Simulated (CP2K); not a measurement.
Runs of CP2K 2026.2 on TiB2. It takes space group P6/mmm (No. 191, hexagonal). Conventional cell: a = 3.029 Å, b = 3.029 Å, c = 3.228 Å, α = 90.00°, β = 90.00°, γ = 120.00°. Ti (site symmetry 6/mmm) is surrounded by 12 B at 2.38 Å. B (site symmetry -6m2) is surrounded by 3 B at 1.75 Å. 

```csv
task,level,potentials or basis,cell,k mesh,smearing,NGRIDS,EXTRAPOLATION,optimiser,most steps,KEEP_SPACE_GROUP,gap on the mesh (eV),pressure (GPa),relaxed volume (Å³/atom),largest force (eV/Å)
relaxation of cell and atoms,LDA,"POTENTIAL_UZH Ti GTH-PBE-q12, B GTH-PBE-q3; TZVP-MOLOPT-PBE-GTH basis",relaxed,8 × 8 × 6,fermi-dirac 0.05 eV,5,USE_PREV_P,BFGS,40,yes,none,0.0,-,0.01
relaxation of cell and atoms,revPBE,"POTENTIAL_UZH Ti GTH-PBE-q12, B GTH-PBE-q3; TZVP-MOLOPT-PBE-GTH basis",relaxed,10 × 10 × 8,fermi-dirac 0.05 eV,4,USE_PREV_P,BFGS,40,yes,none,0.0,8.62,-
relaxation of cell and atoms,PBEsol,"POTENTIAL_UZH Ti GTH-PBE-q12, B GTH-PBE-q3; TZVP-MOLOPT-PBE-GTH basis",relaxed,8 × 8 × 6,fermi-dirac 0.05 eV,5,USE_PREV_P,BFGS,40,yes,none,0.0,8.41,0.01
relaxation of cell and atoms,BLYP,"GTH_POTENTIALS Ti GTH-BLYP-q12, B GTH-BLYP-q3; TZVP-MOLOPT-PBE-GTH basis",relaxed,10 × 10 × 8,fermi-dirac 0.05 eV,5,USE_PREV_P,BFGS,40,yes,none,0.0,(a),-
relaxation of cell and atoms,PBE,"POTENTIAL_UZH Ti GTH-PBE-q12, B GTH-PBE-q3; TZVP-MOLOPT-PBE-GTH basis",relaxed,8 × 8 × 6,fermi-dirac 0.05 eV,5,USE_PREV_P,BFGS,40,yes,none,0.0,8.55,-
band structure,PBEsol,"POTENTIAL_UZH Ti GTH-PBE-q12, B GTH-PBE-q3; TZVP-MOLOPT-PBE-GTH basis",as given,10 × 10 × 8,fermi-dirac 0.1 eV,4,-,-,-,-,none,-3.9,-,-
band structure,LDA,"GTH_POTENTIALS Ti GTH-PADE-q12, B GTH-PADE-q3; DZVP-MOLOPT-PBE-GTH basis",as given,10 × 10 × 8,fermi-dirac 0.05 eV,4,-,-,-,-,none,(b),-,-
```

Alike in all rows: no spin polarisation.

Q: Estimate the missing entries.

A: (a) 8.76; (b) -12.0.

Caveats: the basis of atomic orbitals isn't converged, which shifts pressures, moduli and gaps; the potentials were made for another functional, which shifts forces and pressure (some runs); more than 0.5 GPa of stress was left at the end, so the final cell isn't listed (some runs).

A k mesh can miss the band edges.

A gap of «none» marks a metal or a gap under the smearing width.

Not every run made on this cell is shown here.
